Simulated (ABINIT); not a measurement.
The system is Ru.

```
CELL_PARAMETERS angstrom
2.70580 0.00000 0.00000
-1.35290 2.34329 0.00000
0.00000 0.00000 4.28190
ATOMIC_POSITIONS crystal
Ru 0.66667 0.33333 0.75000
Ru 0.33333 0.66667 0.25000
```

Program: ABINIT 10.8.3 (patched build). Alike in all runs: potentials or basis JTH PAW PBE v2.0; no spin polarisation; cell as given; cutoff (eV) 408; smearing fermi-dirac 0.05 eV.

Problem. Order these runs on this cell by their pressure, lowest first.
A. level PBEsol; k mesh 4 × 4 × 2; mesh quality coarse
B. level WC; k mesh 11 × 11 × 6; mesh quality not flagged
C. level PW91; k mesh 11 × 11 × 6; mesh quality not flagged
D. level HCTH407; k mesh 11 × 11 × 6; mesh quality not flagged
E. level AM05; k mesh 11 × 11 × 6; mesh quality not flagged

Solution. A (-9.8 GPa), E (-8.2 GPa), D (-5.6 GPa), B (-3.6 GPa), C (5.1 GPa).

Caveats: some runs use coarse meshes; the PAW data sets were made with another functional, which shifts forces and pressure a little.

Not every run made on this cell is shown here.
